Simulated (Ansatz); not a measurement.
Ru (P6_3/mmc), zone-centre modes

All numbers below come from DFT PBE, scalar-relativistic, plane waves, PAW in Ansatz. The runs took a 420 eV cutoff, a Γ-centred 24×24×14 mesh and Gaussian smearing (0.15 eV). No spin polarisation.

Zero of the scan (relaxed at this level):

```
Ru
1.0
     2.72003    0.00000    0.00000
    -1.36001    2.35561    0.00000
     0.00000    0.00000    4.29677
Ru
2
Direct
  0.33333 0.66667 0.25000
  0.66667 0.33333 0.75000
```

Harmonic modes by finite displacements of 0.02 Å, without the LO–TO term.

Q: At this geometry, is the structure stable against these modes?

A: Yes: no mode is imaginary beyond 10 cm⁻¹, and only the three translations lie near zero.

Q: List the wavenumbers in cm⁻¹.

A: 0, 0, 0, 192, 192, 251.

Cost: 1 run of about 0.89 core-minutes, on Oxide Virtual Turin-like Processor (Zen 5) (shared hosts).